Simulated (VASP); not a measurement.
Crystal: CdO.

```
Cd O
1.0
     0.00000    2.35240    2.35240
     2.35240    0.00000    2.35240
     2.35240    2.35240    0.00000
Cd O
1 1
Direct
  0.00000 0.00000 0.00000
  0.50000 0.50000 0.50000
```

The cell was built by a generator and needn't be a form met in nature.

Base run:

| Item | Value |
| --- | --- |
| Program | VASP 6.6.1 |
| Functional | PBEsol |
| Potentials or basis | VASP PAW PBE potentials, release 64 (Cd, O) |
| Cutoff | 520 eV |
| k mesh | 12 × 12 × 12 |
| Occupations | gaussian, width 0.03 eV |
| Spin | no spin polarisation |

Its results: pressure 0.2 GPa.

Problem. The run is repeated on the same cell with these changes: functional from PBEsol to LDA; potentials or basis from VASP PAW PBE potentials, release 64 (Cd, O) to VASP PAW LDA potentials, release 64 (Cd, O). What comes out?

Solution. Pressure -4.9 GPa.

Caveats: the PAW data sets were made with another functional, which shifts forces and pressure a little (some runs).
